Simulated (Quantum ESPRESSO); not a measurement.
Crystal: Al.

```
CELL_PARAMETERS angstrom
-1.59122 1.59122 1.59122
1.59122 -1.59122 1.59122
1.59122 1.59122 -1.59122
ATOMIC_POSITIONS crystal
Al 0.00000 0.00000 0.00000
```

This isn't the form of Al at room conditions, which is fcc.

| Quantity | Value |
| --- | --- |
| Program | Quantum ESPRESSO 7.5 |
| Task | single point |
| Functional | PBEsol |
| Potentials or basis | GBRV 1.5 PBEsol |
| Cutoff | 612 eV |
| Density cutoff | 4898 eV |
| k mesh | 12 × 12 × 12 |
| Occupations | fermi-dirac, width 0.05 eV |
| Spin | no spin polarisation |

On this cell: pressure 2.2 GPa; band gap on the k mesh none (metal or under the smearing width).

The same run follows on a disturbed copy (cell strained at random at fixed volume):

```
Al
1.0
    -1.69895    1.56431    1.60080
     1.63095   -1.58291    1.55140
     1.66037    1.54432   -1.61940
Al
1
Direct
  0.99931 0.01239 0.00585
```

What changes?

The energy (extrapolated to zero smearing) moves by +1.3 meV/atom; pressure 2.3 GPa; band gap on the k mesh none (metal or under the smearing width).

Stress tensor (GPa, compression positive):
```
3.46 0.41 1.36
0.41 1.78 0.57
1.36 0.57 1.78
```
